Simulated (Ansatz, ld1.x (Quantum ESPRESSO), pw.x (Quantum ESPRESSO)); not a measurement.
lithium (Li): one change to the TM potential, in the atom and in the fcc crystal

- Element: Li (Z = 3)
- Generator: ld1.x (Quantum ESPRESSO) 7.5
- Type: norm-conserving Troullier–Martins (Kleinman–Bylander form)
- Functional: PBE
- Relativity: scalar-relativistic
- Frozen core: [He]
- Valence charge: 1
- Reference configuration: 2s1 2p0
- Partial waves: 2p (bound, empty): rc 4.20 bohr; 3d channel at -0.2 Ry: rc 3.60 bohr; 2s (bound): rc 2.35 bohr
- Local potential: the s channel
- Core correction: none

Change: all radii scaled by about 0.82 (s 1.92, p 3.44, d 2.96 bohr).

Cutoffs, loose and tight: the cutoffs (Ry, on a coarse ladder) from which the occupation-weighted sum of valence levels, in a spherical-Bessel basis at the reference potential, stays within 10 and 1 mRy of its value at 400 Ry. They do not see the model core or the augmentation charge, which bear on the density cutoff. Test errors are all-electron minus pseudo excitation energies from the reference, over the configurations 2s0.5 2p0; 2s0 2p1; variants that change the core or the reference have their own tests.

Crystal test: fcc Li in pw.x 7.5, no spin, 13³ k-points, Fermi–Dirac smearing 0.01 Ry, cutoffs set for each file from its atomic test. The reference is all-electron LAPW (Ansatz 0.2.0) with the same functional, mesh and smearing; V0 and B0 come from Birch–Murnaghan fits to the pressures at five volumes. Errors are pseudo minus all-electron; Δ is the rms difference of the E(V) curves that follow from these fits, minima aligned, over ±6 % about the mean V0. Mesh and smearing are coarse, so the numbers serve the comparison and aren't converged zero-temperature values; the lattice is a test structure that the element need not adopt.

All-electron: a0 = 4.329 Å (V0 = 20.28 Å³/atom), B0 = 13.7 GPa.

Does the change bring the crystal closer to the all-electron result?

The mean pressure error goes from -0.88 to -0.70 GPa, so the change moves the solid closer to the all-electron pressures. Neither pressure curve crosses zero within the volumes sampled, so no fits are given.

```json
{"quantity": "outcome (atom)", "base": "generated", "changed": "generated"}
{"quantity": "cutoff, loose (atom)", "base": "6 Ry", "changed": "6 Ry"}
{"quantity": "cutoff, tight (atom)", "base": "6 Ry", "changed": "6 Ry"}
{"quantity": "bound ghosts (atom)", "base": "none", "changed": "none"}
{"quantity": "largest test error (meV) (atom)", "base": "+4.9", "changed": "+4.9"}
{"quantity": "cutoffs in pw.x (Ry)", "base": "35/140", "changed": "35/140"}
{"quantity": "mean pressure error (GPa)", "base": "-0.88", "changed": "-0.70"}
```

Base: The largest radius (4.20 bohr) exceeds half the bond length (2.90 bohr), so the spheres overlap, which is one possible source of error among others. This is a poor potential for the solid. Changed file: The largest radius (3.44 bohr) exceeds half the bond length (2.90 bohr), so the spheres overlap, which is one possible source of error among others. This is a poor potential for the solid. The atomic cutoffs weigh occupied waves only.
